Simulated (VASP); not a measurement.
# Ir in VASP: notebook

The runs below take Ir through relaxation of the atoms, with LDA, PBE.

All numbers are computed with VASP 6.6.1; they aren't measurements. Logs are shortened: lines on timing, memory, paths and dates and some standing lists are left out, and cuts for length are marked.

**1. The structure**

The cell holds a sheet with vacuum, 1 atom: a = 2.452 Å, b = 2.452 Å, c = 23.800 Å, α = 90.00°, β = 90.00°, γ = 90.00°.

The cell was built by a generator and needn't be a form met in nature.

**2. Relaxation of the atoms, LDA**

File INCAR:

```
ALGO = Normal
DIPOL = 0.5 0.5 0.294
EDIFF = 1E-6
EDIFFG = -0.005
ENCUT = 520
GGA = CA
IBRION = 2
IDIPOL = 3
ISIF = 2
ISMEAR = -1
LASPH = True
LCHARG = False
LDIPOL = True
LREAL = False
LWAVE = False
NELM = 80
NSW = 60
PREC = Accurate
SIGMA = 0.05
```

File KPOINTS:

```
k-points
0
Gamma
  11 11 1
```

File POSCAR:

```
Ir
1.0
    2.4518400000      0.0000000000      0.0000000000
    0.0000000000      2.4518400000      0.0000000000
    0.0000000000      0.0000000000     23.8000000000
Ir
1
Selective dynamics
Direct
    0.0000000000      0.0000000000      0.2941200000  F F F
```

Potentials or basis: VASP PAW LDA potentials, release 64 (Ir).

On the command line:

```sh
cat potpaw_LDA.64/Ir/POTCAR > POTCAR
mpirun -np 1 vasp_std > vasp.out
```

OUTCAR:

```text
EDIFF = 1E-6
   EDIFFG = -0.005
   ENCUT = 520
   GGA = CA
   IBRION = 2
   ISIF = 2
   ISMEAR = -1
   LASPH = True
   LREAL = False
   NELM = 80
   NSW = 60
   PREC = Accurate

 ion  position               nearest neighbor table
   1  0.000  0.000  0.294-

  LATTYP: Found a simple tetragonal cell.
 ALAT       =     2.4518400000
 C/A-ratio  =     9.7069955625

  Lattice vectors:

 A1 = (   2.4518400000,   0.0000000000,   0.0000000000)
 A2 = (   0.0000000000,   2.4518400000,   0.0000000000)
 A3 = (   0.0000000000,   0.0000000000,  23.8000000000)

Analysis of symmetry for initial positions (statically):
=====================================================================
 Subroutine PRICEL returns:
 Original cell was already a primitive cell.

 Routine SETGRP: Setting up the symmetry group for a
 simple tetragonal supercell.

 Subroutine GETGRP returns: Found 16 space group operations
 (whereof  8 operations were pure point group operations)
 out of a pool of 16 trial point group operations.

The static configuration has the point symmetry C_4v.
 The point group associated with its full space group is D_4h.

Analysis of symmetry for dynamics (positions and initial velocities):
=====================================================================
 Subroutine PRICEL returns:
 Original cell was already a primitive cell.

 Routine SETGRP: Setting up the symmetry group for a
 simple tetragonal supercell.

 Subroutine GETGRP returns: Found 16 space group operations
 (whereof  8 operations were pure point group operations)
 out of a pool of 16 trial point group operations.

The dynamic configuration has the point symmetry C_4v.
 The point group associated with its full space group is D_4h.

Analysis of constrained symmetry for selective dynamics:
=====================================================================
 Subroutine PRICEL returns:
 Original cell was already a primitive cell.

 Routine SETGRP: Setting up the symmetry group for a
 simple tetragonal supercell.

 Subroutine GETGRP returns: Found 16 space group operations
 (whereof  8 operations were pure point group operations)
 out of a pool of 16 trial point group operations.

The constrained configuration has the point symmetry C_4v.
 The point group associated with its full space group is D_4h.

 Subroutine INISYM returns: Found 16 space group operations
 (whereof  8 operations are pure point group operations),
 and found     1 'primitive' translations

----------------------------------------------------------------------------------------

                                     Primitive cell

  volume of cell :     143.0742

  direct lattice vectors                    reciprocal lattice vectors
     2.451840000  0.000000000  0.000000000     0.407856956  0.000000000  0.000000000
     0.000000000  2.451840000  0.000000000     0.000000000  0.407856956  0.000000000
     0.000000000  0.000000000 23.800000000     0.000000000  0.000000000  0.042016807

  length of vectors
     2.451840000  2.451840000 23.800000000     0.407856956  0.407856956  0.042016807

  position of ions in fractional coordinates (direct lattice)
     0.000000000  0.000000000  0.294120000

  ion indices of the primitive-cell ions
   primitive index   ion index
                 1           1

----------------------------------------------------------------------------------------

 KPOINTS: k-points

Automatic generation of k-mesh.
 Grid dimensions read from file:
 generate k-points for:   11   11    1

 Generating k-lattice:

  Cartesian coordinates                     Fractional coordinates (reciprocal lattice)
     0.037077905  0.000000000  0.000000000     0.090909091  0.000000000  0.000000000
     0.000000000  0.037077905  0.000000000     0.000000000  0.090909091  0.000000000
     0.000000000  0.000000000  0.042016807     0.000000000  0.000000000  1.000000000

  Length of vectors
     0.037077905  0.037077905  0.042016807

  Shift w.r.t. Gamma in fractional coordinates (k-lattice)
     0.000000000  0.000000000  0.000000000

 Subroutine IBZKPT returns following result:
 ===========================================

 Found     21 irreducible k-points:

 Following reciprocal coordinates:
            Coordinates               Weight
  0.000000  0.000000  0.000000      1.000000
  0.090909  0.000000  0.000000      4.000000
  0.181818  0.000000  0.000000      4.000000
  0.272727  0.000000  0.000000      4.000000
  0.363636  0.000000  0.000000      4.000000
  0.454545  0.000000  0.000000      4.000000
[... 13 lines left out ...]
  0.454545  0.363636  0.000000      8.000000
  0.454545  0.454545  0.000000      4.000000
   k-points           NKPTS =     21   k-points in BZ     NKDIM =     21   number of bands    NBANDS=      8
   number of dos      NEDOS =    301   number of ions     NIONS =      1
   total plane-waves  NPLWV =  58320
   dimension x,y,z NGX =    18 NGY =   18 NGZ =  180
   dimension x,y,z NGXF=    36 NGYF=   36 NGZF=  360
   ions per type =               1
   NGX,Y,Z   is equivalent  to a cutoff of  12.20, 12.20, 12.57 a.u.
   NGXF,Y,Z  is equivalent  to a cutoff of  24.41, 24.41, 25.15 a.u.
 SYSTEM =  unknown system
   PREC   = accura    normal or accurate (medium, high low for compatibility)
   ISTART =      0    job   : 0-new  1-cont  2-samecut
   ICHARG =      2    charge: 1-file 2-atom 10-const
   ISPIN  =      1    spin polarized calculation?
   LNONCOLLINEAR =      F non collinear calculations
   LSORBIT =      F    spin-orbit coupling
   LASPH  =      T    aspherical Exc in radial PAW
   ENCUT  =  520.0 eV  38.22 Ry    6.18 a.u.   4.56  4.56 44.25*2*pi/ulx,y,z
   NELM   =     80;   NELMIN=  2; NELMDL= -5     # of ELM steps
   EDIFF  = 0.1E-05   stopping-criterion for ELM
   LREAL  =      F    real-space projection
   EDIFFG = -.5E-02   stopping-criterion for IOM
   NSW    =     60    number of steps for IOM
   IBRION =      2    ionic relax: 0-MD 1-quasi-New 2-CG
   NFREE  =      1    steps in history (QN), initial steepest desc. (CG)
   ISIF   =      2    stress and relaxation
   ISYM   =      2    0-nonsym 1-usesym 2-fastsym
   POTIM  = 0.5000    time-step for ionic-motion
   TEBEG  =    0.0;   TEEND  =   0.0 temperature during run
   PSTRESS=    0.0 pullay stress
   NELECT =       9.0000    total number of electrons
   NUPDOWN=      -1.0000    fix difference up-down
   EMIN   =  10.00;   EMAX   =-10.00  energy-range for DOS
   EFERMI =   0.00;   METHOD = LEGACY
   ISMEAR =    -1;   SIGMA  =   0.05  broadening in eV -4-tet -1-fermi 0-gaus
   EFERMI_NEDOS =   21; number of points for ismear=-14 and -15
   IALGO  =     38    algorithm
   IMIX   =      4    mixing-type and parameters
     AMIX     =   0.40;   BMIX     =  1.00
     AMIX_MAG =   1.60;   BMIX_MAG =  1.00
  volume/ion in A,a.u.               =     143.07       965.51
  Fermi-wavevector in a.u.,A,eV,Ry     =   0.651081  1.230365  5.767604  0.423907
  Thomas-Fermi vector in A             =   1.720567
   LORBIT       =      0    0 simple, 1 ext, 2 COOP (PROOUT), +10 PAW based schemes
   GGA     = CA    functional components
   LHFCALC =     F    Hartree Fock is set to
   AEXX    =    0.0000 exact exchange contribution
   IVDW    =     0    specifies the selected vdW correction
   LEPSILON=     F    determine dielectric tensor
   LRPA    =     F    only Hartree local field effects (RPA)
 conjugate gradient relaxation of ions
 non-spin polarized calculation
  energy-cutoff  :      520.00
  volume of cell :      143.07
 maximum number of plane-waves:      3933
   NGX =  9   NGY =  9   NGZ = 89

 number of electron       8.9999999 magnetization

 dipolmoment           0.000000      0.000000     -0.000004 electrons x Angstroem

 Free energy of the ion-electron system (eV)
  ---------------------------------------------------
  ext. energy  EPLUGINS =         0.00000000
  ---------------------------------------------------
  free energy    TOTEN  =        -7.87618967 eV

  energy without entropy =       -7.86068077  energy(sigma->0) =       -7.86843522

 E-fermi :  -4.7743     XC(G=0):  -2.2057

 val. band max:       -4.7813490260   @ k =   0.4545   0.2727   0.0000
 cond. band min:      -4.7652120524   @ k =   0.2727   0.2727   0.0000
 fundamental gap:      0.0161369737
 Fermi energy:        -4.7743467842

 k-point     1 :       0.0000    0.0000    0.0000
  band No.  band energies     occupation
      1     -12.5816      2.00000
      2     -11.2014      2.00000
      3      -7.3136      2.00000
      4      -4.0823      0.00000
      5      -4.0823      0.00000
      6      -3.5868      0.00000
      7      -2.6513      0.00000
      8       1.2724      0.00000

 k-point     2 :       0.0909    0.0000    0.0000
  band No.  band energies     occupation
      1     -12.2632      2.00000
      2     -10.9185      2.00000
      3      -7.2006      2.00000
      4      -5.1702      1.99927
      5      -4.0429      0.00000
      6      -2.9818      0.00000
      7      -2.6303      0.00000
      8       1.4680      0.00000

 k-point     3 :       0.1818    0.0000    0.0000
  band No.  band energies     occupation
      1     -11.6621      2.00000
      2      -9.8048      2.00000
      3      -6.8775      2.00000
      4      -6.5043      2.00000
      5      -3.9360      0.00000
      6      -3.7896      0.00000
      7      -1.5171      0.00000
      8       2.0520      0.00000
[... 177 lines left out ...]
 k-point    20 :       0.4545    0.3636    0.0000
  band No.  band energies     occupation
      1     -10.8511      2.00000
      2      -8.0543      2.00000
      3      -7.3449      2.00000
      4      -4.7464      0.72737
      5      -3.0399      0.00000
      6       1.4321      0.00000
      7       4.8061      0.00000
      8       6.6083      0.00000

 k-point    21 :       0.4545    0.4545    0.0000
  band No.  band energies     occupation
      1     -11.3705      2.00000
      2      -7.8620      2.00000
      3      -7.8033      2.00000
      4      -4.4895      0.00669
      5      -0.8984      0.00000
      6       2.7349      0.00000
      7       4.3883      0.00000
      8       7.5993      0.00000

------------------------ aborting loop because EDIFF is reached ----------------------------------------

 vacuum level on the upper side and lower side of the slab       (xc-potential included)        -0.175        -0.176

  FORCE on cell =-STRESS in cart. coord.  units (eV):
  Direction    XX          YY          ZZ          XY          YZ          ZX
  --------------------------------------------------------------------------------------
  -------------------------------------------------------------------------------------
  Total       -1.6377147     -1.6377147     -0.0073774      0.0000000     -0.0000000      0.0000000
  in kB      -18.3395057    -18.3395057     -0.0826141      0.0000000     -0.0000000      0.0000000
  external PRESSURE =     -12.2538752 kB  Pullay stress =       0.0000000 kB

 VOLUME and BASIS-vectors are now :
 -----------------------------------------------------------------------------
  energy-cutoff  :      520.00
  volume of cell :      143.07
      direct lattice vectors                 reciprocal lattice vectors
     2.451840000  0.000000000  0.000000000     0.407856956  0.000000000  0.000000000
     0.000000000  2.451840000  0.000000000     0.000000000  0.407856956  0.000000000
     0.000000000  0.000000000 23.800000000     0.000000000  0.000000000  0.042016807

 POSITION                                       TOTAL-FORCE (eV/Angst)
 -----------------------------------------------------------------------------------
      0.00000      0.00000      7.00006         0.000000      0.000000     -0.000000
 -----------------------------------------------------------------------------------
    total drift:                                0.000000      0.000000     -0.000053

  FREE ENERGIE OF THE ION-ELECTRON SYSTEM (eV)
  ---------------------------------------------------
  free  energy   TOTEN  =        -7.8761896695 eV

  energy  without entropy=       -7.8606807664  energy(sigma->0) =       -7.86843522

 reached required accuracy - stopping structural energy minimisation

 vacuum level on the upper side and lower side of the slab         1.527         1.527
```

Wall time 14 s (1 thread of AMD EPYC 9R45 (Zen 5), shared host); peak memory 0.17 GiB.

Results:

```yaml
Free_energy: -7.8762 eV
Band_gap_on_the_k_mesh: none (metal or under the smearing width)
```

Final structure:
```yaml
crystal:
  lattice:
    - [2.45184, 0.00000, 0.00000]
    - [0.00000, 2.45184, 0.00000]
    - [0.00000, 0.00000, 23.80000]
  atoms:
    - { symbol: Ir, position: [0.00000, 0.00000, 0.29412] }
```

Caveat: the relaxation stopped at its first step, so nothing moved. Spin-orbit coupling is left out, which matters for the levels of Ir.

**3. Relaxation of the atoms, PBE**

INCAR, as its differences from that of step 2:

```diff
@@ -5,3 +5,3 @@
 ENCUT = 520
-GGA = CA
+GGA = PE
 IBRION = 2
```

KPOINTS is that of step 2.

POSCAR is that of step 2.

Potentials or basis: VASP PAW PBE potentials, release 64 (Ir).

On the command line:

```sh
cat potpaw_PBE.64/Ir/POTCAR > POTCAR
mpirun -np 1 vasp_std > vasp.out
```

It took 15 s on 1 thread of AMD EPYC 9R45 (Zen 5), shared host; peak memory 0.21 GiB.

Results (log left out):

| Property | Result |
| --- | --- |
| Free energy | -6.8086 eV |
| Band gap on the k mesh | none (metal or under the smearing width) |

Final structure:
```
Ir
1.0
     2.45184    0.00000    0.00000
     0.00000    2.45184    0.00000
     0.00000    0.00000   23.80000
Ir
1
Direct
  0.00000 0.00000 0.29412
```

Levels at points of the mesh, in eV from the Fermi level:
| k point | band 2 | band 3 | band 4 | band 5 | band 6 | band 7 |
| --- | --- | --- | --- | --- | --- | --- |
| (0.00, 0.00, 0.00) | -6.38 | -2.53 | 0.72 | 0.72 | 1.22 | 2.13 |

Caveat: the relaxation stopped at its first step, so nothing moved. The run has no spin-orbit coupling, so splittings on Ir are missing.

**4. For comparison**

An earlier run on the cell as given: functional PBE; potentials or basis VASP PAW PBE potentials, release 64 (Ir); cutoff 520 eV; k mesh 11 × 11 × 1; occupations fermi-dirac, width 0.05 eV; no spin polarisation.

- Band gap on the k mesh: none (metal or under the smearing width)

**5. Summary**

| task | level | potentials or basis | cell | atoms held fixed (from 0) | gap on the mesh (eV) |
| --- | --- | --- | --- | --- | --- |
| relaxation of the atoms | LDA | VASP PAW LDA potentials, release 64 (Ir) | atoms relaxed | [0] | none |
| relaxation of the atoms | PBE | VASP PAW PBE potentials, release 64 (Ir) | atoms relaxed | [0] | none |
| single point | PBE | VASP PAW PBE potentials, release 64 (Ir) | as given | - | none |

Alike in all rows: no spin polarisation; k mesh 11 × 11 × 1; cutoff (eV) 520; smearing fermi-dirac 0.05 eV.

Caveats: the relaxation stopped at its first step, so nothing moved (some runs).

Absolute energies hang on the potentials; compare differences alone.
